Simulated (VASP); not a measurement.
Runs of VASP 6.6.1 on HfC. The structure is cubic, space group Fm-3m (No. 225). The conventional cell has a = 4.650 Å, b = 4.650 Å, c = 4.650 Å, α = 90.00°, β = 90.00°, γ = 90.00°. Hf (site symmetry m-3m) is surrounded by 6 C at 2.33 Å. Around C (site symmetry m-3m) lie 6 Hf at 2.33 Å. 

| task | level | potentials or basis | spin | cell | k mesh | cutoff (eV) | gap on the mesh (eV) | pressure (GPa) | relaxed volume (Å³/atom) |
| --- | --- | --- | --- | --- | --- | --- | --- | --- | --- |
| band structure | PBEsol | VASP PAW PBE potentials, release 64 (Hf_pv, C) | off | as given | 10 × 10 × 10 | 520 | - | -7.0 | - |
| band structure | PBE | VASP PAW PBE potentials, release 64 (Hf_pv, C) | SOC, no magnetisation | as given | 7 × 7 × 7 | 520 | - | -0.6 | - |
| relaxation of cell and atoms | LDA | VASP PAW LDA potentials, release 64 (Hf_pv, C) | off | relaxed | 10 × 10 × 10 | 600 | none | 0.0 | (a) |
| relaxation of cell and atoms | PBEsol | VASP PAW PBE potentials, release 64 (Hf_pv, C) | off | relaxed | 10 × 10 × 10 | 600 | none | 0.1 | 12.20 |

Alike in all rows: smearing fermi-dirac 0.05 eV.

Estimate the missing entries.

(a) 11.98.

Caveats: the PAW data sets were made with another functional, which shifts forces and pressure a little (some runs); spin-orbit coupling is left out, which moves the levels of the heavy elements (some runs).

A k mesh can miss the band edges, and rows without SOC leave out spin-orbit coupling on Hf.

A gap of «none» marks a metal or a gap under the smearing width.
